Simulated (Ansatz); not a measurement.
## PtS2: changing the Hubbard U on Pt d

```cif
data_structure
_symmetry_space_group_name_H-M 'P 1'
_symmetry_Int_Tables_number 1
_cell_length_a 3.5432
_cell_length_b 3.5432
_cell_length_c 5.0388
_cell_angle_alpha 90.000
_cell_angle_beta 90.000
_cell_angle_gamma 120.000
_cell_volume 54.78
loop_
_atom_site_label
_atom_site_type_symbol
_atom_site_fract_x
_atom_site_fract_y
_atom_site_fract_z
_atom_site_occupancy
Pt1 Pt 0.00000 0.00000 0.00000 1
S1 S 0.66667 0.33333 0.77300 1
S2 S 0.33333 0.66667 0.22700 1
```

Kept alike: task projected density of states; functional PBEsol; k mesh 9 × 9 × 5; occupations fermi-dirac, width 0.05 eV; no spin polarisation. Program: Ansatz, Ansatz PAW, cutoff 420 eV. The mesh is that of the run's cell of 3 atoms. No spin-orbit coupling.

| Hubbard U on Pt d, U (eV) | pressure (GPa) |
| --- | --- |
| 0 | 6.39 |
| 1 | 6.51 |
| 2 | 6.63 |
| 3 | 6.77 |
| 4 | ? |
| 5 | 7.07 |
| 6 | 7.24 |
| 8 | 7.60 |

Pressure is positive in compression, with a Pulay correction for the finite cutoff. U acts here on a shell without spin polarisation. How U acts hangs on the program's projectors. All rows use potentials made for PBE. U is the effective U - J on orthogonalised atomic projectors. Double counting: fully localised limit (the default).

Problem. Fit the rows shown and predict the run at 4 eV.

Solution. A least-squares parabola through the rows shown is pressure = 0.00502 U² + 0.111 U + 6.391 (largest miss 0.003); at U = 4 it gives 6.92 GPa. The run gave: pressure 6.92 GPa.
